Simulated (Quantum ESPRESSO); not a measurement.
# Al (Fm-3m) in Quantum ESPRESSO: further runs

One crystal, Al, is run at these levels: LDA; tasks: phonon dispersion, Wannier functions.

Everything below comes from runs of Quantum ESPRESSO 7.5. Logs are shortened: lines on timing, memory, paths and dates and some standing lists are left out, and cuts for length are marked.

**1. The crystal as given**

The structure is cubic, space group Fm-3m (No. 225). Conventional cell: a = 4.050 Å, b = 4.050 Å, c = 4.050 Å, α = 90.00°, β = 90.00°, γ = 90.00°. Around Al (site symmetry m-3m) lie 12 Al at 2.86 Å.

**2. Phonon dispersion, LDA**

Input file pw.in:

```
&CONTROL
  calculation = 'scf'
  prefix = 'pwscf'
  outdir = './tmp'
  pseudo_dir = './pseudo'
  tprnfor = .true.
  tstress = .true.
  disk_io = 'low'
/
&SYSTEM
  ibrav = 0
  nat = 1
  ntyp = 1
  ecutwfc = 44
  nbnd = 6
  occupations = 'smearing'
  smearing = 'mv'
  degauss = 0.00999582
/
&ELECTRONS
  conv_thr = 2d-10
  electron_maxstep = 120
  mixing_beta = 0.5
/
ATOMIC_SPECIES
Al    26.9815 Al.upf
CELL_PARAMETERS angstrom
   0.0000000000    2.0248050000    2.0248050000
   2.0248050000    0.0000000000    2.0248050000
   2.0248050000    2.0248050000    0.0000000000
ATOMIC_POSITIONS crystal
Al     0.0000000000    0.0000000000    0.0000000000
K_POINTS automatic
12 12 12 0 0 0
```

Input file relax.in:

```
&CONTROL
  calculation = 'vc-relax'
  prefix = 'pwscf'
  outdir = './tmp'
  pseudo_dir = './pseudo'
  tprnfor = .true.
  tstress = .true.
  disk_io = 'low'
  nstep = 40
  forc_conv_thr = 0.0001
  etot_conv_thr = 1d-06
/
&SYSTEM
  ibrav = 0
  nat = 1
  ntyp = 1
  ecutwfc = 44
  nbnd = 6
  occupations = 'smearing'
  smearing = 'mv'
  degauss = 0.00999582
/
&ELECTRONS
  conv_thr = 2d-10
  electron_maxstep = 120
  mixing_beta = 0.5
/
&IONS
  ion_dynamics = 'bfgs'
/
&CELL
  cell_dynamics = 'bfgs'
  press = 0
  press_conv_thr = 0.2
/
ATOMIC_SPECIES
Al    26.9815 Al.upf
CELL_PARAMETERS angstrom
   0.0000000000    2.0248050000    2.0248050000
   2.0248050000    0.0000000000    2.0248050000
   2.0248050000    2.0248050000    0.0000000000
ATOMIC_POSITIONS crystal
Al     0.0000000000    0.0000000000    0.0000000000
K_POINTS automatic
12 12 12 0 0 0
```

Input file scf2.in:

```
&CONTROL
  calculation = 'scf'
  prefix = 'pwscf'
  outdir = './tmp'
  pseudo_dir = './pseudo'
  tprnfor = .true.
  tstress = .true.
  disk_io = 'low'
/
&SYSTEM
  ibrav = 0
  nat = 1
  ntyp = 1
  ecutwfc = 44
  nbnd = 6
  occupations = 'smearing'
  smearing = 'mv'
  degauss = 0.00999582
/
&ELECTRONS
  conv_thr = 1d-13
  electron_maxstep = 120
  mixing_beta = 0.5
  startingpot = 'file'
  startingwfc = 'file'
/
ATOMIC_SPECIES
Al    26.9815 Al.upf
CELL_PARAMETERS angstrom
   0.0000000000    1.9913675440    1.9913675440
   1.9913675440    0.0000000000    1.9913675440
   1.9913675440    1.9913675440    0.0000000000
ATOMIC_POSITIONS crystal
Al     0.0000000000    0.0000000000    0.0000000000
K_POINTS automatic
12 12 12 0 0 0
```

Input file ph.in:

```
phonon_bands of Al
&INPUTPH
  prefix = 'pwscf'
  outdir = './tmp'
  tr2_ph = 1d-18
  fildyn = 'dyn'
  niter_ph = 90
  alpha_mix(1) = 0.4
  ldisp = .true.
  nq1 = 4
  nq2 = 4
  nq3 = 4
/
```

Input file q2r.in:

```
&INPUT
  fildyn = 'dyn'
  zasr = 'crystal'
  flfrc = 'fc'
/
```

Input file matdyn.in:

```
&INPUT
  asr = 'crystal'
  flfrc = 'fc'
  flfrq = 'freq'
  q_in_cryst_coord = .true.
  flvec = ' '
/
80
 0.0000000000  0.0000000000  0.0000000000
 0.0454545455  0.0000000000  0.0454545455
 0.0909090909  0.0000000000  0.0909090909
 0.1363636364  0.0000000000  0.1363636364
 0.1818181818  0.0000000000  0.1818181818
 0.2272727273  0.0000000000  0.2272727273
 0.2727272727  0.0000000000  0.2727272727
 0.3181818182  0.0000000000  0.3181818182
 0.3636363636  0.0000000000  0.3636363636
 0.4090909091  0.0000000000  0.4090909091
 0.4545454545  0.0000000000  0.4545454545
 0.5000000000  0.0000000000  0.5000000000
 0.5000000000  0.0500000000  0.5500000000
 0.5000000000  0.1000000000  0.6000000000
 0.5000000000  0.1500000000  0.6500000000
 0.5000000000  0.2000000000  0.7000000000
 0.5000000000  0.2500000000  0.7500000000
 0.4687500000  0.2812500000  0.7500000000
 0.4375000000  0.3125000000  0.7500000000
 0.4062500000  0.3437500000  0.7500000000
 0.3750000000  0.3750000000  0.7500000000
 0.3461538462  0.3461538462  0.6923076923
 0.3173076923  0.3173076923  0.6346153846
 0.2884615385  0.2884615385  0.5769230769
 0.2596153846  0.2596153846  0.5192307692
 0.2307692308  0.2307692308  0.4615384615
 0.2019230769  0.2019230769  0.4038461538
 0.1730769231  0.1730769231  0.3461538462
 0.1442307692  0.1442307692  0.2884615385
 0.1153846154  0.1153846154  0.2307692308
 0.0865384615  0.0865384615  0.1730769231
 0.0576923077  0.0576923077  0.1153846154
 0.0288461538  0.0288461538  0.0576923077
 0.0000000000  0.0000000000  0.0000000000
 0.0454545455  0.0454545455  0.0454545455
 0.0909090909  0.0909090909  0.0909090909
 0.1363636364  0.1363636364  0.1363636364
 0.1818181818  0.1818181818  0.1818181818
 0.2272727273  0.2272727273  0.2272727273
 0.2727272727  0.2727272727  0.2727272727
 0.3181818182  0.3181818182  0.3181818182
 0.3636363636  0.3636363636  0.3636363636
 0.4090909091  0.4090909091  0.4090909091
 0.4545454545  0.4545454545  0.4545454545
 0.5000000000  0.5000000000  0.5000000000
 0.5178571429  0.4642857143  0.5178571429
 0.5357142857  0.4285714286  0.5357142857
 0.5535714286  0.3928571429  0.5535714286
 0.5714285714  0.3571428571  0.5714285714
 0.5892857143  0.3214285714  0.5892857143
 0.6071428571  0.2857142857  0.6071428571
 0.6250000000  0.2500000000  0.6250000000
 0.5937500000  0.2500000000  0.6562500000
 0.5625000000  0.2500000000  0.6875000000
 0.5312500000  0.2500000000  0.7187500000
 0.5000000000  0.2500000000  0.7500000000
 0.5000000000  0.2750000000  0.7250000000
 0.5000000000  0.3000000000  0.7000000000
 0.5000000000  0.3250000000  0.6750000000
 0.5000000000  0.3500000000  0.6500000000
 0.5000000000  0.3750000000  0.6250000000
 0.5000000000  0.4000000000  0.6000000000
 0.5000000000  0.4250000000  0.5750000000
 0.5000000000  0.4500000000  0.5500000000
 0.5000000000  0.4750000000  0.5250000000
 0.5000000000  0.5000000000  0.5000000000
 0.4861111111  0.4861111111  0.5277777778
 0.4722222222  0.4722222222  0.5555555556
 0.4583333333  0.4583333333  0.5833333333
 0.4444444444  0.4444444444  0.6111111111
 0.4305555556  0.4305555556  0.6388888889
 0.4166666667  0.4166666667  0.6666666667
 0.4027777778  0.4027777778  0.6944444444
 0.3888888889  0.3888888889  0.7222222222
 0.3750000000  0.3750000000  0.7500000000
 0.6250000000  0.2500000000  0.6250000000
 0.5937500000  0.1875000000  0.5937500000
 0.5625000000  0.1250000000  0.5625000000
 0.5312500000  0.0625000000  0.5312500000
 0.5000000000  0.0000000000  0.5000000000
```

Input file matdyn_dos.in:

```
&INPUT
  asr = 'crystal'
  flfrc = 'fc'
  dos = .true.
  fldos = 'phdos'
  nk1 = 18
  nk2 = 18
  nk3 = 18
  deltaE = 1
  flvec = ' '
  flfrq = ' '
/
```

Input file matdyn_mesh.in:

```
&INPUT
  asr = 'crystal'
  flfrc = 'fc'
  flfrq = 'mesh'
  q_in_cryst_coord = .true.
  flvec = ' '
/
1000
 0.05000000  0.05000000  0.05000000
 0.05000000  0.05000000  0.15000000
 0.05000000  0.05000000  0.25000000
[... 997 further points of the even 10 x 10 x 10 mesh, shifted by half a step ...]
```

Potentials or basis: PseudoDojo 0.4.1 SR LDA standard.

Launch:

```
> OMP_NUM_THREADS=1 pw.x -in pw.in > pw.out
> OMP_NUM_THREADS=1 pw.x -in relax.in > relax.out
> OMP_NUM_THREADS=1 pw.x -in scf2.in > scf2.out
> OMP_NUM_THREADS=1 ph.x -in ph.in > ph.out
> OMP_NUM_THREADS=1 q2r.x -in q2r.in > q2r.out
> OMP_NUM_THREADS=1 matdyn.x -in matdyn.in > matdyn.out
> OMP_NUM_THREADS=1 matdyn.x -in matdyn_dos.in > matdyn_dos.out
> OMP_NUM_THREADS=1 matdyn.x -in matdyn_mesh.in > matdyn_mesh.out
```

pw.out:

```text
This program is part of the open-source Quantum ESPRESSO suite
     for quantum simulation of materials; please cite
[... 9 lines left out ...]
     --------------------
     sticks:   dense  smooth     PW     G-vecs:    dense   smooth      PW
     Sum         361     361    121                 4477     4477     893

     Using Slab Decomposition

     bravais-lattice index     =            0
     lattice parameter (alat)  =       5.4112  a.u.
     unit-cell volume          =     112.0408 (a.u.)^3
     number of atoms/cell      =            1
     number of atomic types    =            1
     number of electrons       =         3.00
     number of Kohn-Sham states=            6
     kinetic-energy cutoff     =      44.0000  Ry
     charge density cutoff     =     176.0000  Ry
     scf convergence threshold =      2.0E-10
     mixing beta               =       0.5000
     number of iterations used =            8  plain     mixing
     Exchange-correlation= SLA  PW   NOGX NOGC
                           (   1   4   0   0   0   0   0)

     celldm(1)=   5.411243  celldm(2)=   0.000000  celldm(3)=   0.000000
     celldm(4)=   0.000000  celldm(5)=   0.000000  celldm(6)=   0.000000

     crystal axes: (cart. coord. in units of alat)
               a(1) = (   0.000000   0.707107   0.707107 )
               a(2) = (   0.707107   0.000000   0.707107 )
               a(3) = (   0.707107   0.707107   0.000000 )

     reciprocal axes: (cart. coord. in units 2 pi/alat)
               b(1) = ( -0.707107  0.707107  0.707107 )
               b(2) = (  0.707107 -0.707107  0.707107 )
               b(3) = (  0.707107  0.707107 -0.707107 )

     PseudoPot. # 1 for Al read from file:
     Al.upf
     Pseudo is Norm-conserving + core correction, Zval =  3.0
     Generated using ONCVPSP code by D. R. Hamann
     Using radial grid of 1854 points,  6 beta functions with:
                l(1) =   0
                l(2) =   0
                l(3) =   1
                l(4) =   1
                l(5) =   2
                l(6) =   2

     atomic species   valence    mass     pseudopotential
     Al                3.00    26.98150     Al( 1.00)

     48 Sym. Ops., with inversion, found

   Cartesian axes

     site n.     atom                  positions (alat units)
         1        Al     tau(   1) = (   0.0000000   0.0000000   0.0000000  )

     number of k points=    72  Marzari-Vanderbilt smearing, width (Ry)=  0.0100
                       cart. coord. in units 2pi/alat
        k(    1) = (   0.0000000   0.0000000   0.0000000), wk =   0.0011574
        k(    2) = (   0.0589256   0.0589256  -0.0589256), wk =   0.0092593
        k(    3) = (   0.1178511   0.1178511  -0.1178511), wk =   0.0092593
        k(    4) = (   0.1767767   0.1767767  -0.1767767), wk =   0.0092593
        k(    5) = (   0.2357023   0.2357023  -0.2357023), wk =   0.0092593
        k(    6) = (   0.2946278   0.2946278  -0.2946278), wk =   0.0092593
[... 64 lines left out ...]
        k(   71) = (  -0.7071068   0.2357023   0.0000000), wk =   0.0138889
        k(   72) = (  -0.7071068   0.3535534   0.0000000), wk =   0.0069444

     Dense  grid:     4477 G-vectors     FFT dimensions: (  24,  24,  24)

     Initial potential from superposition of free atoms

     starting charge       2.9978, renormalised to       3.0000
     Starting wfcs are    4 randomized atomic wfcs +    2 random wfcs

     Self-consistent Calculation

     iteration #  1     ecut=    44.00 Ry     beta= 0.50
     Davidson diagonalization with overlap
     ethr =  1.00E-02,  avg # of iterations =  6.0

     Threshold (ethr) on eigenvalues was too large:
     Diagonalizing with lowered threshold

     Davidson diagonalization with overlap
     ethr =  1.82E-04,  avg # of iterations =  3.7

     total energy              =      -4.72638525 Ry
     estimated scf accuracy    <       0.00540106 Ry

     iteration #  2     ecut=    44.00 Ry     beta= 0.50
     Davidson diagonalization with overlap
     ethr =  1.80E-04,  avg # of iterations =  1.0

     total energy              =      -4.72601870 Ry
     estimated scf accuracy    <       0.00117512 Ry

     iteration #  3     ecut=    44.00 Ry     beta= 0.50
     Davidson diagonalization with overlap
     ethr =  3.92E-05,  avg # of iterations =  1.7

     total energy              =      -4.72605729 Ry
     estimated scf accuracy    <       0.00000185 Ry

     iteration #  4     ecut=    44.00 Ry     beta= 0.50
     Davidson diagonalization with overlap
     ethr =  6.15E-08,  avg # of iterations =  4.3

     total energy              =      -4.72605967 Ry
     estimated scf accuracy    <       0.00000002 Ry

     iteration #  5     ecut=    44.00 Ry     beta= 0.50
     Davidson diagonalization with overlap
     ethr =  6.03E-10,  avg # of iterations =  2.3

     total energy              =      -4.72605968 Ry
     estimated scf accuracy    <          2.0E-09 Ry

     iteration #  6     ecut=    44.00 Ry     beta= 0.50
     Davidson diagonalization with overlap
     ethr =  6.59E-11,  avg # of iterations =  1.3

     End of self-consistent calculation

          k = 0.0000 0.0000 0.0000 (   537 PWs)   bands (ev):

    -3.4116  20.1939  20.1939  21.4189  21.4189  21.4190

          k = 0.0589 0.0589-0.0589 (   537 PWs)   bands (ev):

    -3.2242  17.5632  19.5705  19.5705  22.2200  22.3165

          k = 0.1179 0.1179-0.1179 (   552 PWs)   bands (ev):

    -2.6633  14.2365  18.8543  18.8543  22.1024  23.3550
[... 91 lines left out ...]
    -0.2573   9.6075  12.6997  18.4162  20.4529  22.2970

          k = 0.0000-0.2357 0.2357 (   554 PWs)   bands (ev):

    -1.4245  12.1224  13.4544  19.9020  21.9816  22.1230

          k = 0.3536 0.0000 0.0000 (   560 PWs)   bands (ev):

    -1.1781  15.0580  15.0580  15.1645  15.8355  18.4453

          k = 0.4125 0.0589-0.0589 (   554 PWs)   bands (ev):

    -0.2579  12.2833  13.9855  14.5824  15.8860  18.9722

          k = 0.4714 0.1179-0.1179 (   551 PWs)   bands (ev):

     1.0197   9.4753  12.4579  14.4264  16.0355  20.9914
[... 43 lines left out ...]
     4.0092   7.1365  10.9207  13.3102  14.4868  17.7131

          k = 0.0000-0.5893 0.5893 (   546 PWs)   bands (ev):

     5.2268   6.5123   8.5747  13.5772  15.0998  20.1837

          k =-0.7071 0.0000 0.0000 (   556 PWs)   bands (ev):

     4.7685   6.0336  12.9635  13.1507  13.1507  16.5300

          k = 0.2357 0.1179 0.0000 (   554 PWs)   bands (ev):

    -2.1665  14.1824  15.2756  19.5662  20.0285  21.3248

          k = 0.2946 0.1768-0.0589 (   554 PWs)   bands (ev):

    -1.2396  11.4384  14.4171  18.3374  19.7244  22.5658

          k = 0.3536 0.2357-0.1179 (   555 PWs)   bands (ev):

     0.0482   8.5799  14.2137  16.8745  19.6811  22.3566

          k =-0.2946-0.4125 0.5303 (   554 PWs)   bands (ev):

     1.6871   5.9738  14.3695  15.7214  19.8790  21.2740

          k =-0.2357-0.3536 0.4714 (   552 PWs)   bands (ev):

     3.5888   3.7473  14.7683  14.9899  20.2263  20.6202

          k = 0.3536 0.1179 0.0000 (   549 PWs)   bands (ev):

    -0.9320  12.5853  13.7703  16.0614  18.0745  20.0374

          k = 0.4125 0.1768-0.0589 (   552 PWs)   bands (ev):

     0.2307  10.0606  13.0840  14.4543  18.5017  21.5696

          k =-0.2357-0.4714 0.5893 (   557 PWs)   bands (ev):

     1.7456   7.4152  12.9643  13.2901  18.7091  23.5107
[... 43 lines left out ...]
     4.4794   7.5946   8.7011  11.7747  17.1821  20.4115

          k =-0.0000-0.4714 0.5893 (   548 PWs)   bands (ev):

     5.9149   6.4341   7.3079  12.2305  17.8509  23.2116

          k =-0.7071 0.1179-0.0000 (   552 PWs)   bands (ev):

     4.9976   6.2762  10.5177  11.8128  16.0547  18.2320

          k =-0.2357-0.4714 0.7071 (   549 PWs)   bands (ev):

     1.5040   9.3643  10.7620  12.9405  20.3730  21.8618

          k =-0.1768-0.4125 0.6482 (   554 PWs)   bands (ev):

     3.1215   7.2897  10.4032  11.7664  21.1249  22.5350
[... 11 lines left out ...]
     5.4139   6.8182   8.5459  10.0297  20.7285  23.4732

          k = 0.0000-0.3536 0.5893 (   543 PWs)   bands (ev):

     4.8261   7.0634   8.4478  10.6917  21.5160  23.5482

          k =-0.7071 0.2357 0.0000 (   548 PWs)   bands (ev):

     5.6855   6.9898   8.4440   9.9095  19.4931  21.1932

          k =-0.7071 0.3536 0.0000 (   560 PWs)   bands (ev):

     6.8337   6.8337   7.8774   8.5969  23.3376  23.7064

     the Fermi energy is     7.5023 ev

!    total energy              =      -4.72605968 Ry
     estimated scf accuracy    <          1.7E-11 Ry
     smearing contrib. (-TS)   =       0.00010366 Ry
     internal energy E=F+TS    =      -4.72616333 Ry

     The total energy is F=E-TS. E is the sum of the following terms:
     one-electron contribution =       2.87978060 Ry
     hartree contribution      =       0.00720124 Ry
     xc contribution           =      -2.22106025 Ry
     ewald contribution        =      -5.39208493 Ry

     convergence has been achieved in   6 iterations

     Forces acting on atoms (cartesian axes, Ry/au):

     atom    1 type  1   force =     0.00000000    0.00000000    0.00000000

     Total force =     0.000000     Total SCF correction =     0.000000

     Computing stress (Cartesian axis) and pressure

          total   stress  (Ry/bohr**3)                   (kbar)     P=      -37.94
  -0.00025789   0.00000000   0.00000000          -37.94        0.00        0.00
   0.00000000  -0.00025789   0.00000000            0.00      -37.94        0.00
   0.00000000   0.00000000  -0.00025789            0.00        0.00      -37.94

=------------------------------------------------------------------------------=
   JOB DONE.
=------------------------------------------------------------------------------=
```

Run time: 4 min. Hardware: 1 thread of Intel Xeon 6975P-C (Granite Rapids), shared host; peak memory 0.09 GiB.

What came out:

```yaml
Free_energy: -64.3112 eV
Relaxed_volume: 15.79 Å³/atom
Relaxed_cell: a = 2.816 Å, b = 2.816 Å, c = 2.816 Å, α = 60.00°, β = 60.00°, γ = 60.00°
Space_group_after_relaxing_to_0.05_Å: Fm-3m (No. 225)
Pressure_after_relaxing: 0.0 GPa
Band_gap_on_the_k_mesh: none (metal or under the smearing width)
Highest_phonon_frequency: 354 cm⁻¹
Zero-point_energy: 0.039 eV/atom
```

The path:
```tsv
step	energy change (eV)	largest force (eV/Å)	pressure (GPa)	volume (Å³)
1	0.0000	0.0000	-3.79	16.60
2	-0.0062	0.0000	-2.40	16.28
3	-0.0099	0.0000	-0.10	15.81
4	-0.0100	0.0000	0.00	15.79
```

Final structure:
```yaml
crystal:
  lattice:
    - [0.00000, 1.99137, 1.99137]
    - [1.99137, 0.00000, 1.99137]
    - [1.99137, 1.99137, 0.00000]
  atoms:
    - { symbol: Al, position: [0.00000, 0.00000, 0.00000] }
```

Phonon frequencies in cm⁻¹ (negative: imaginary):
| q point | frequencies |
| --- | --- |
| (0.000, 0.000, 0.000) | 0 0 0 |
| (0.318, 0.000, 0.318) | 168 168 289 |
| (0.500, 0.150, 0.650) | 215 234 317 |
| (0.346, 0.346, 0.692) | 182 278 280 |
| (0.144, 0.144, 0.288) | 106 130 216 |
| (0.091, 0.091, 0.091) | 48 48 103 |
| (0.409, 0.409, 0.409) | 144 144 278 |
| (0.589, 0.321, 0.589) | 179 247 295 |
| (0.500, 0.275, 0.725) | 216 269 275 |
| (0.500, 0.450, 0.550) | 154 163 286 |
| (0.431, 0.431, 0.639) | 172 218 296 |
| (0.562, 0.125, 0.562) | 195 224 340 |

Phonon frequencies at the corners of the path (cm⁻¹, interpolated; i marks imaginary ones):
```csv
point,frequencies
Γ,0 0 0
X,198 198 354
W,220 272 272
K,187 266 303
L,147 147 281
U,187 266 303
```

Phonon states per cell in windows of 20 cm⁻¹ (negative: imaginary):
| from (cm⁻¹) | total |
| --- | --- |
| 0 | 0.00 |
| 20 | 0.00 |
| 40 | 0.01 |
| 60 | 0.02 |
| 80 | 0.04 |
| 100 | 0.08 |
| 120 | 0.15 |
| 140 | 0.31 |
| 160 | 0.40 |
| 180 | 0.44 |
| 200 | 0.28 |
| 220 | 0.20 |
| 240 | 0.20 |
| 260 | 0.18 |
| 280 | 0.48 |
| 300 | 0.13 |
| 320 | 0.06 |
| 340 | 0.01 |

Harmonic thermodynamics per atom at this volume (zero-point energy 39.5 meV, Debye temperature from the second moment 411 K):
```tsv
T (K)	free energy (meV)	entropy (k_B)	heat capacity Cv (k_B)
50	39.4	0.13	0.41
100	37.5	0.76	1.50
200	24.7	2.17	2.46
298.15	1.7	3.21	2.73
500	-67.8	4.67	2.90
800	-207.8	6.05	2.96
```

[end of part 1 of 2]
